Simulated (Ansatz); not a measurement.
The system is Y.

```xyz
1
Lattice="0.0000 2.5520 2.5520 2.5520 0.0000 2.5520 2.5520 2.5520 0.0000" Properties=species:S:1:pos:R:3 pbc="T T T"
Y     0.0000    0.0000    0.0000
```

This isn't the form of Y at room conditions, which is hcp.

| Item | Value |
| --- | --- |
| Program | Ansatz 0.2.0 |
| Task | relaxation of cell and atoms |
| Functional | PBE |
| Potentials or basis | all-electron LAPW, scalar-relativistic |
| Basis error allowed | 0.001 eV/atom |
| k mesh | 7 × 7 × 7 |
| Occupations | fermi-dirac, width 0.05 eV |
| Spin | no spin polarisation |

At the start: volume 33.24 Å³/atom.

Question: How do energy, volume and symmetry change on relaxing?

Answer: Over 4 steps the energy falls by 2.5 meV/atom and the volume is 32.41 Å³/atom (-2.5 %); space group Fm-3m (No. 225, to 0.05 Å).

Step by step:
| step | energy change (eV) | largest force (eV/Å) | volume (Å³) |
| --- | --- | --- | --- |
| 1 | 0.0000 | 0.0000 | 33.24 |
| 2 | -0.0025 | 0.0000 | 32.50 |
| 3 | -0.0025 | 0.0000 | 32.41 |
| 4 | -0.0025 | 0.0000 | 32.41 |

Final structure:
```yaml
crystal:
  lattice:
    - [0.00000, 2.53054, 2.53054]
    - [2.53054, 0.00000, 2.53054]
    - [2.53054, 2.53054, 0.00000]
  atoms:
    - { symbol: Y, position: [0.00000, 0.00000, 0.00000] }
```

Caveat: the k mesh is thin for a metal, which can move the energy by tens of meV per atom.
